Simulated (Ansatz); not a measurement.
# BaSnO3 in the cubic perovskite structure (space group Pm-3m, No. 221)

```yaml
crystal:
  lattice:
    - [4.17621, 0.00000, 0.00000]
    - [0.00000, 4.17621, 0.00000]
    - [0.00000, 0.00000, 4.17621]
  atoms:
    - { symbol: Ba, position: [0.00000, 0.00000, 0.00000] }
    - { symbol: Sn, position: [0.50000, 0.50000, 0.50000] }
    - { symbol: O, position: [0.00000, 0.50000, 0.50000] }
    - { symbol: O, position: [0.50000, 0.50000, 0.00000] }
    - { symbol: O, position: [0.50000, 0.00000, 0.50000] }
```

The values are results of PBE/PAW in Ansatz (a program for electronic structure), scalar-relativistic without spin-orbit coupling, earlier PAW set, not measurements. Settings: 8×8×8 k-points, 0.05 eV Fermi–Dirac smearing.

```json
{
 "volume_per_atom": "14.57 Å³",
 "density": "6.93 g/cm³",
 "band_gap": "0.48 eV, indirect, R → Γ",
 "electron_mass": "0.13 mₑ",
 "Lowest conduction-band minima above the VBM": "Γ 0.48 eV",
 "total_energy": "-2735.948 eV/atom (σ→0; compares only within this code and set-up)"
}
```

Masses are band curvatures over ±0.01 Å⁻¹ around the edge. Whether these cells are dynamically stable was not tested.
